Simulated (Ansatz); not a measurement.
# A series in volume per atom on TaC

All results are calculated (Ansatz 0.2.0). Periodic Kohn-Sham DFT of a crystal at fixed atoms; pressure and stress are positive in compression; the energy is the free energy less that of spherical unpolarised free atoms; site moments are those in the method's own spheres, positive along +z.

Cell of the first row (space group Fm-3m, No. 225):
```
TaC
1.0
      0.0000     2.1815     2.1815
      2.1815     0.0000     2.1815
      2.1815     2.1815     0.0000
Ta C
1 1
Direct
  0.00000 0.00000 0.00000
  0.50000 0.50000 0.50000
```

Settings of every row: method all-electron LAPW; functional LDA; relativity scalar; k mesh 16x16x16; filling fermi-dirac; smearing width 0.05 eV; basis error target 1 meV/atom; nucleus gaussian.

Atom start moment: 0 on all atoms.

Limits: no spin-orbit coupling on heavy atoms.

```
row  volume per atom (Å³)  energy less free atoms (eV/atom)  pressure (GPa)
  1                10.382                          -11.1414          12.936
  2                10.603                          -11.1535           4.691
  3                10.824                          -11.1547          -2.727
  4                10.934                          -11.1517          -6.152
  5                11.045                          -11.1463            -9.4
  6                11.155                                 ?               ?
  7                11.266                          -11.1291           -15.4
  8                11.487                          -11.1041         -20.796
  9                11.708                           -11.072         -25.645
```

Question: what energy less free atoms and pressure should row 6 give?

Worked fit of energy less free atoms. Take u = (V_r/V)^(2/3) − 1 with V_r = 10.989 Å³ an atom, which is twice the finite (Eulerian) strain; such expansions in the strain, on which the Birch-Murnaghan equation of state is built, carry the rest volume and the bulk modulus. The shown rows have u = 0.03861, 0.02412, 0.01014, 0.00335, -0.00338, -0.01646, -0.02912, -0.04137. Least squares give energy less free atoms = −11.14929 − 0.797 × u + 25.912 × u² eV/atom; a straight line predicts inner rows, each left out in turn, worse (root mean square 0.013 against 4.6e-05 eV/atom). The rows lie off it by 0.0000, -0.0001, 0.0000, 0.0000, 0.0000, 0.0001, 0.0000, 0.0000. Its lowest point lies at u = 0.0154, or V = 10.74 Å³ an atom, and the curvature there gives the bulk modulus at fixed shape and fractions, B = (4/9)(1 + u)² E″(u)/V = 354 GPa. The withheld row has u = -0.00995, so the fit gives −11.14929 − 0.797 × (-0.00995) + 25.912 × (-0.00995)² = -11.1388 eV/atom.

The calculation gave -11.1387 eV/atom. The fit lies 0.0001 eV/atom (0.12 % of the column's range) below it, one unit of the last digit.

Worked fit of pressure. Take u = (V_r/V)^(2/3) − 1 with V_r = 10.989 Å³ an atom, which is twice the finite (Eulerian) strain; such expansions in the strain, on which the Birch-Murnaghan equation of state is built, carry the rest volume and the bulk modulus. The shown rows have u = 0.03861, 0.02412, 0.01014, 0.00335, -0.00338, -0.01646, -0.02912, -0.04137. Least squares give pressure = −7.7787 + 484.533 × u + 1312.23 × u² + 923 × u³ GPa; a parabola predicts inner rows, each left out in turn, worse (root mean square 0.016 against 0.0084 GPa). The rows lie off it by -0.002, 0.006, 0.003, -0.011, 0.001, 0.003, 0.002, -0.002 (root mean square 0.0048 GPa). The pressure vanishes at u = 0.0154, or V = 10.74 Å³ an atom, and there the bulk modulus at fixed shape and fractions is B = −V dP/dV = (2/3)(1 + u) dP/du = 356 GPa. The withheld row has u = -0.00995, so the fit gives −7.7787 + 484.533 × (-0.00995) + 1312.23 × (-0.00995)² + 923 × (-0.00995)³ = -12.471 GPa.

The calculation gave -12.48 GPa. The fit lies 0.009 GPa (0.023 % of the column's range) above it; its largest miss of a shown row is 0.011 GPa.
